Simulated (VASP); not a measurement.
Here is a VASP 6.6.1 calculation.

INCAR

```
PREC     = Accurate       # precision mode
ENCUT    = 520            # plane-wave cutoff, eV
EDIFF    = 1E-6           # SCF threshold, eV
ISMEAR   = 0              # smearing method
SIGMA    = 0.02           # smearing width, eV
LREAL    = False          # projectors in reciprocal space
LASPH    = True           # aspherical terms in the spheres
NELM     = 100            # most SCF steps
ALGO     = Normal         # electronic algorithm
ISIF     = 2              # what is computed and relaxed
LWAVE    = False          # write WAVECAR
LCHARG   = False          # write CHGCAR
GGA      = PE             # functional
NBANDS   = 15             # bands
```

File KPOINTS:

```
regular mesh
0
Gamma
  6 6 6
```

Contents of POSCAR:

```
CsI
1.0
    4.6660158004      0.0000000000      0.0000000000
    0.0000000000      4.6660158004      0.0000000000
    0.0000000000      0.0000000000      4.6660158004
Cs I
1 1
Direct
    0.0000000000      0.0000000000      0.0000000000
    0.5000000000      0.5000000000      0.5000000000
```

Potentials or basis: VASP PAW PBE potentials, release 64 (Cs_sv, I).

The run is started by

```bash
$ cat potpaw_PBE.64/Cs_sv/POTCAR potpaw_PBE.64/I/POTCAR > POTCAR
$ mpirun -np 1 vasp_std > vasp.out
```

Q: Predict the pressure.

A: 0.0 GPa.

Q: Predict the band gap on the k mesh.

A: 3.68 eV, indirect (least direct gap 3.77 eV).

Caveat: spin-orbit coupling is left out, which moves the levels of the heavy elements. A k mesh can miss the band edges.
